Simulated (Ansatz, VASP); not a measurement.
# One calculation of MgSe, two programs

The input INCAR:

```
PREC = Accurate
ENCUT = 520
EDIFF = 1E-7
ISMEAR = -1
SIGMA = 0.05
LREAL = False
LASPH = True
NELM = 60
ALGO = Normal
ISIF = 2
LWAVE = False
LCHARG = False
GGA = PE
NBANDS = 11
```

The input KPOINTS:

```
regular mesh
0
Gamma
  8 8 8
```

Contents of POSCAR:

```
MgSe
1.0
    0.0000000000      2.7789547475      2.7789547475
    2.7789547475      0.0000000000      2.7789547475
    2.7789547475      2.7789547475      0.0000000000
Se Mg
1 1
Direct
    0.5000000000      0.5000000000      0.5000000000
    0.0000000000      0.0000000000      0.0000000000
```

input.yaml

```yaml
crystal:
  lattice:
    - [0.0, 2.7789547475, 2.7789547475]
    - [2.7789547475, 0.0, 2.7789547475]
    - [2.7789547475, 2.7789547475, 0.0]
  atoms:
    - { symbol: Se, position: [0.5, 0.5, 0.5] }
    - { symbol: Mg, position: [0.0, 0.0, 0.0] }
hamiltonian:
  xc: pbe
  pseudopotentials: { kind: paw }
kpoints:
  mp_grid: { grid: [8, 8, 8] }
scf:
  occupations: { method: fermi_dirac, width: 0.05 }
output:
  forces: true
  stress: true
  eigenvalues: true
```

Change from the starting cell: volume scaled by 1.06.

Alike in both runs: task single point; functional PBE; k mesh 8 × 8 × 8; occupations fermi-dirac, width 0.05 eV; no spin polarisation.

|  | VASP | Ansatz |
| --- | --- | --- |
| version | VASP 6.6.1 | Ansatz 0.2.0 |
| potentials or method | VASP PAW PBE potentials, release 64 (Se, Mg) | Ansatz PAW |
| plane-wave cutoff (eV) | 520 | 420 |
| valence electrons in the cell | 8 | 26 |

|  | VASP | Ansatz | Ansatz less VASP |
| --- | --- | --- | --- |
| gap on the k mesh at the Fermi level (eV) | 1.70 | 1.73 | +0.023 |
| least direct gap on the mesh (eV) | 2.22 | 2.23 | +0.012 |
| pressure (GPa) | -1.7 | -1.5 | +0.12 |

The two sets of potentials don't hold the same shells in valence.

A k mesh can miss the band edges.
